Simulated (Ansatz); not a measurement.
**TiO: equation of state with LDA**

Crystal: TiO.

```xyz
2
Lattice="3.0310 0.0000 0.0000 -1.5155 2.6249 0.0000 0.0000 0.0000 3.2377" Properties=species:S:1:pos:R:3 pbc="T T T"
Ti    1.5155    0.8750    0.0000
O     0.0000    0.0000    1.6188
```

- Program: Ansatz 0.2.0
- Task: equation of state
- Functional: LDA
- Potentials or basis: Ansatz PAW
- Cutoff: 420 eV
- Density cutoff: 1680 eV
- k mesh: 10 × 10 × 8
- Occupations: fermi-dirac, width 0.05 eV
- Spin: no spin polarisation

```
Equilibrium volume : outside the volumes run
```

Energy against volume, from the lowest point:
```
volume (Å³/atom)  energy (meV/atom)
          12.107               0.00
          12.365              69.17
          12.622             139.87
          12.880             211.77
          13.137             284.72
          13.395             358.28
          13.653             432.41
```

All runs of the series together: 11 s on 2 threads of Arm Neoverse V1, on a shared host.
